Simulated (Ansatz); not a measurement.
Structural energy differences of arsenic

All numbers below come from DFT, RPBE, plane waves (420 eV) with PAW, scalar-relativistic (Ansatz 0.2.0). The PAW files were generated under PBE, with cores re-solved for the functional.

Each structure is relaxed within its own symmetry, so a high-lying one may be dynamically unstable. No dispersion correction is added.

```tsv
structure	ΔE (meV/atom)	V (Å³/atom)	cell	magnetic state
grey arsenic (A7)	0	39.89	a = 3.647 Å, c = 20.776 Å (c/a = 5.696)	spin not included
black arsenic (Cmce)	51	34.67	a = 3.689 Å, b = 15.048 Å, c = 4.996 Å	spin not included
simple cubic	224	20.88	a = 2.754 Å	spin not included
diamond	365	29.55	a = 6.184 Å	spin not included
bcc	561	19.43	a = 3.387 Å	spin not included
omega (AlB2-type)	566	19.60	a = 4.883 Å, c = 2.848 Å (c/a = 0.583)	spin not included
hcp	628	19.64	a = 3.099 Å, c = 4.722 Å (c/a = 1.524)	spin not included
dhcp	629	19.69	a = 2.994 Å, c = 10.147 Å (c/a = 3.389)	spin not included
fcc	663	19.75	a = 4.291 Å	spin not included
A15	714	20.09	a = 5.437 Å	spin not included
```

ΔE counts from grey arsenic (A7).

Differences under about 8 meV lie within the error of the k-point mesh.

This functional, with no dispersion term, lets the cell expand far past the measured one (grey arsenic (A7)).
